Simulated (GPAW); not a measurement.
Runs of GPAW 26.7.0 on Fe. It takes space group Im-3m (No. 229, cubic). Conventional cell: a = 2.886 Å, b = 2.886 Å, c = 2.886 Å, α = 90.00°, β = 90.00°, γ = 90.00°. Around Fe (site symmetry m-3m) lie 8 Fe at 2.50 Å. 

```tsv
task	level	potentials or basis	k mesh	band path	band points	gap on the mesh (eV)	pressure (GPa)	moment (μB)
hyperfine couplings	RPBE	the program's PAW data sets (release 1.2.1) made for this functional, pw	13 × 13 × 13	-	-	none	-1.3	(b)
band structure	PBE	GPAW PAW data sets (gpaw-data 1.2.1), pw	10 × 10 × 10	GHNGPH,PN	80	-	-9.6	(a)
hyperfine couplings	LDA	the program's PAW data sets (release 1.2.1) made for this functional, pw	13 × 13 × 13	-	-	none	-25.5	2.20
band structure	r2SCAN	GPAW PAW data sets (gpaw-data 1.2.1), pw	10 × 10 × 10	GHNGPH,PN	100	-	-0.8	2.72
```

Alike in all rows: spin collinear, ferromagnetic start; cell as given; cutoff (eV) 600; smearing fermi-dirac 0.05 eV.

Estimate the missing entries.

(a) 2.16; (b) 2.30.

Caveats: the dipolar part lacks the spin inside other atoms' spheres (some runs); so large a pressure means that the cell lies far from this level's equilibrium, or that cutoff or potentials fall short (some runs); the PAW data sets were made with another functional, which shifts forces and pressure a little (some runs).

A gap of «none» marks a metal or a gap under the smearing width.
